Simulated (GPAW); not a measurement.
## InP: band structure with BLYP

**Measured values to compare with.**

From a printed reference work, data compilation, for a bulk crystal of InP at 1.6 K: band gap 1.4236 eV (direct).

Crystal: InP.

```
In P
1.0
     0.00000    2.93050    2.93050
     2.93050    0.00000    2.93050
     2.93050    2.93050    0.00000
In P
1 1
Direct
  0.00000 0.00000 0.00000
  0.25000 0.25000 0.25000
```

```yaml
Program: GPAW 26.7.0
Task: band structure
Functional: BLYP
Potentials_or_basis: PAW data sets generated in the run's folder for this functional
Cutoff: 600 eV
Basis: pw
k_mesh: 6 × 6 × 6
Occupations: fermi-dirac, width 0.05 eV
Spin: spin-orbit coupling, no magnetisation
Eigensolver: davidson
Maxiter: 150
Band_path: GXWKGLUWLK,UX
Band_points: 80
spin_axis_theta_degrees: 0
spin_axis_phi_degrees: 0
Soc_after_scf: second variation
```

The pressure is 6.4 GPa. The band gap on the k mesh is 0.56 eV, direct and the band gap along the path is 0.56 eV, direct.

Levels at the corners of the path, in eV from the valence-band top:
| point | band 14 | band 15 | band 16 | band 17 | band 18 | band 19 | band 20 | band 21 | band 22 | band 23 |
| --- | --- | --- | --- | --- | --- | --- | --- | --- | --- | --- |
| Γ | -0.11 | 0.00 | 0.00 | 0.00 | 0.00 | 0.56 | 0.56 | 3.70 | 3.70 | 4.21 |
| X | -5.82 | -2.40 | -2.40 | -2.29 | -2.29 | 1.85 | 1.85 | 2.29 | 2.29 | 9.18 |
| W | -5.67 | -3.04 | -2.94 | -2.88 | -2.84 | 4.26 | 4.29 | 4.37 | 4.38 | 5.38 |
| K | -5.67 | -3.34 | -3.24 | -1.97 | -1.96 | 2.40 | 2.41 | 4.36 | 4.38 | 7.38 |
| Γ | -0.11 | 0.00 | 0.00 | 0.00 | 0.00 | 0.56 | 0.56 | 3.70 | 3.70 | 4.21 |
| L | -5.76 | -1.08 | -1.07 | -0.95 | -0.95 | 1.43 | 1.43 | 4.71 | 4.71 | 4.90 |
| U | -5.67 | -3.34 | -3.24 | -1.97 | -1.96 | 2.40 | 2.41 | 4.36 | 4.38 | 7.38 |
| W | -5.67 | -3.04 | -2.94 | -2.88 | -2.84 | 4.26 | 4.29 | 4.37 | 4.38 | 5.38 |
| L | -5.76 | -1.08 | -1.07 | -0.95 | -0.95 | 1.43 | 1.43 | 4.71 | 4.71 | 4.90 |
| K | -5.67 | -3.34 | -3.24 | -1.97 | -1.96 | 2.40 | 2.41 | 4.36 | 4.38 | 7.38 |
| U | -5.67 | -3.34 | -3.24 | -1.97 | -1.96 | 2.40 | 2.41 | 4.36 | 4.38 | 7.38 |
| X | -5.82 | -2.40 | -2.40 | -2.29 | -2.29 | 1.85 | 1.85 | 2.29 | 2.29 | 9.18 |

Run time: 52 s on 1 thread of Arm Neoverse V1, with other jobs on the host, peak memory 0.29 GiB.

Measured gap of InP: 1.4236 eV (direct; 1.6 K; a printed reference work, data compilation). This calculation gives 0.56 eV (-0.86 eV). The value is that of BLYP, without temperature or zero-point motion. Semilocal functionals fall short of measured gaps as a rule.

Caveat: spin-orbit coupling was added after a scalar SCF, so levels and gaps hold it while energy, forces, pressure and moments don't; this program's spin-orbit splittings come out too wide for heavy elements.
